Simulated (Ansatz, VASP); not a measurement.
# Two plane-wave programs on SnO

Contents of INCAR:

```
SYSTEM = SnO
PREC = Accurate
ENCUT = 520
EDIFF = 1E-7
ISMEAR = -1
SIGMA = 0.05
LREAL = .FALSE.
LASPH = .TRUE.
NELM = 80
ALGO = Normal
ISIF = 2
LWAVE = .FALSE.
LCHARG = .FALSE.
GGA = PE
NBANDS = 17
```

The input KPOINTS:

```
regular mesh
0
G
  9 9 9
  0 0 0
```

Contents of POSCAR:

```
SnO
1.0
    3.1109097022      0.0000000000      0.0000000000
    0.0000000000      3.1109097022      0.0000000000
    0.0000000000      0.0000000000      3.1109097022
Sn O
1 1
Direct
    0.0000000000      0.0000000000      0.0000000000
    0.5000000000      0.5000000000      0.5000000000
```

The input input.yaml:

```yaml
crystal:
  lattice:
    - [3.1109097022, 0.0, 0.0]
    - [0.0, 3.1109097022, 0.0]
    - [0.0, 0.0, 3.1109097022]
  atoms:
    - { symbol: Sn, position: [0.0, 0.0, 0.0] }
    - { symbol: O, position: [0.5, 0.5, 0.5] }
hamiltonian:
  xc: pbe
  pseudopotentials: { kind: paw }
kpoints:
  mp_grid: { grid: [9, 9, 9] }
scf:
  occupations: { method: fermi_dirac, width: 0.05 }
output:
  forces: true
  stress: true
  eigenvalues: true
  write_density: true
  write_potential: true
  elf: true
  volumetric_format: npy
```

Change from the starting cell: volume scaled by 0.98.

Alike in both runs: task single point; functional PBE; k mesh 9 × 9 × 9; occupations fermi-dirac, width 0.05 eV; no spin polarisation.

|  | VASP | Ansatz |
| --- | --- | --- |
| version | VASP 6.6.1 | Ansatz 0.2.0 |
| potentials or method | VASP PAW PBE potentials, release 64 (Sn_d, O) | Ansatz PAW |
| plane-wave cutoff (eV) | 520 | 420 |
| valence electrons in the cell | 20 | 20 |

```csv
,VASP,Ansatz,Ansatz less VASP
gap on the k mesh at the Fermi level (eV),0.43,0.43,+0.005
least direct gap on the mesh (eV),0.95,0.95,+0.001
pressure (GPa),2.1,2.1,+0.01
```

With one functional, cell and mesh, what is left measures potentials, basis and numerics.

Caveats: spin-orbit coupling is left out, which moves the levels of the heavy elements; an odd mesh through Γ misses points on the zone boundary, where band edges often lie (VASP); odd divisions of the mesh miss points on the zone boundary, where band edges often lie, so the gap on the mesh can be too wide (Ansatz); the pressure holds a Pulay correction of +0.5 GPa for the finite cutoff (Ansatz).
